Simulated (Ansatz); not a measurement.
MgS: do energies and stresses tell the same story?

The calculation used DFT PBE, scalar-relativistic, plane waves, PAW (Ansatz).

Settings: cutoff 420 eV, Γ-centred mesh 8×8×8 on the computed 2-atom cell, Gaussian smearing of 0.02 eV; no spin polarisation.

Relaxed cell: Fm-3m, a = 5.230 Å, b = 5.230 Å, c = 5.230 Å, α = 90.00°, β = 90.00°, γ = 90.00°, 2 atoms in the primitive cell.

Energies at zero smearing and pressures from the stress tensor, at volumes with shape and atoms relaxed:
| V (Å³/atom) | E − E(first) (meV/atom) | P (GPa) |
| --- | --- | --- |
| 15.734 | 0.00 | 12.27 |
| 16.270 | -34.53 | 8.46 |
| 16.806 | -57.25 | 5.20 |
| 17.343 | -69.85 | 2.40 |
| 17.879 | -73.78 | 0.00 |
| 18.415 | -70.25 | -2.05 |
| 18.952 | -60.34 | -3.82 |
| 19.667 | -38.72 | -5.80 |

Task: Check P = −dE/dV between neighbouring volumes, and get the bulk modulus from the pressures alone.

Result: With 1 eV/Å³ = 160.2 GPa:
```csv
middle V (Å³/atom),−ΔE/ΔV (GPa),mean P (GPa)
16.002,10.316,10.366
16.538,6.786,6.828
17.074,3.764,3.799
17.611,1.172,1.203
18.147,-1.052,-1.025
18.684,-2.961,-2.939
19.309,-4.845,-4.811
```

The two differ by 0.05 GPa at most. The mean of two end pressures misses the average over a step by about ΔV² P″/12, up to 0.05 GPa here; with that taken off 0.00 GPa remains. Around V = 17.879 Å³/atom, the two neighbours give B = −V ΔP/ΔV = 17.879 × 4.46 / 1.073 = 74.3 GPa, against B0 = 73.9 GPa from the Birch–Murnaghan fit of the energies.